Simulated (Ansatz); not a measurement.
# CaB6: computed properties

Computed with DFT PBE, scalar-relativistic, plane waves, PAW in Ansatz 0.2.0.

Cutoff 420 eV; k points 8×8×8 on the computed 7-atom cell (Γ-centred); Gaussian smearing, width 0.01 eV; no spin polarisation.

The structure is relaxed at this level of theory with its symmetry kept, and needn't be the ground state of this composition.

```cif
data_structure
_symmetry_space_group_name_H-M 'Pm-3m'
_symmetry_Int_Tables_number 221
_cell_length_a 4.1479
_cell_length_b 4.1479
_cell_length_c 4.1479
_cell_angle_alpha 90.000
_cell_angle_beta 90.000
_cell_angle_gamma 90.000
_cell_volume 71.37
loop_
_atom_site_label
_atom_site_type_symbol
_atom_site_symmetry_multiplicity
_atom_site_Wyckoff_symbol
_atom_site_fract_x
_atom_site_fract_y
_atom_site_fract_z
_atom_site_occupancy
Ca1 Ca 1 a 0.00000 0.00000 0.00000 1
B1 B 6 f 0.20178 0.50000 0.50000 1
```

| Item | Value |
| --- | --- |
| Space group | Pm-3m (No. 221) |
| Volume per atom | 10.20 Å³ |
| Formation energy from the elements' standard states (uncorrected) | -0.409 eV/atom |
| Kohn–Sham band gap | zero, with almost no states at the Fermi level |
| Density of states at the Fermi level | 0.0 states/eV per cell |
| Orbital (Löwdin) character within 0.5 eV of the Fermi level | B 2p 90 %, unprojected 10 % |
| Bulk modulus | 149 GPa |
| Its pressure derivative | 3.5 |
| Bader charge by site (e) | Ca (1 in the cell) 1.54, B (6 in the cell) -0.26 |

The smearing is narrow for a metal on this mesh.

The cell was found by a structure search, and a cell as deposited in COD relaxes into it. Kohn–Sham gaps at this level usually fall short of measured ones. Bands overlap only slightly here, and a semilocal functional can close a small real gap.
